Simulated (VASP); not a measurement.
AlN, 2 atoms in the cell. It takes space group Fm-3m (No. 225, cubic). The conventional cell has a = 4.069 Å, b = 4.069 Å, c = 4.069 Å, α = 90.00°, β = 90.00°, γ = 90.00°. Al (site symmetry m-3m) has 6 N at 2.03 Å as nearest neighbours. Around N (site symmetry m-3m) lie 6 Al at 2.03 Å. Measurements of this composition are mostly on another form, of space group No. 186.

* Program: VASP 6.6.1
* Task: relaxation of cell and atoms
* Functional: revPBE
* Potentials or basis: VASP PAW PBE potentials, release 64 (Al, N)
* Cutoff: 600 eV
* k mesh: 11 × 11 × 11
* Occupations: fermi-dirac, width 0.05 eV
* Spin: no spin polarisation
* Further INCAR settings: ALGO = Normal; EDIFF = 1e-07; IBRION = 2; EDIFFG = -0.01; NSW = 40; ISIF = 3

Potentials or basis: VASP PAW PBE potentials, release 64 (Al, N).

Run with:

```sh
$ cat potpaw_PBE.64/Al/POTCAR potpaw_PBE.64/N/POTCAR > POTCAR
$ mpirun -np 1 vasp_std > vasp.out
```

Hardware: 1 thread of Intel(R) Xeon(R) 6975P-C (Granite Rapids), with other jobs on the host.

Estimate the wall time of this run.

It took 6.7 s on 1 thread of Intel(R) Xeon(R) 6975P-C (Granite Rapids), with other jobs on the host, peak memory 0.13 GiB. Counts: scf iterations 27, k points 56, ion steps 3.
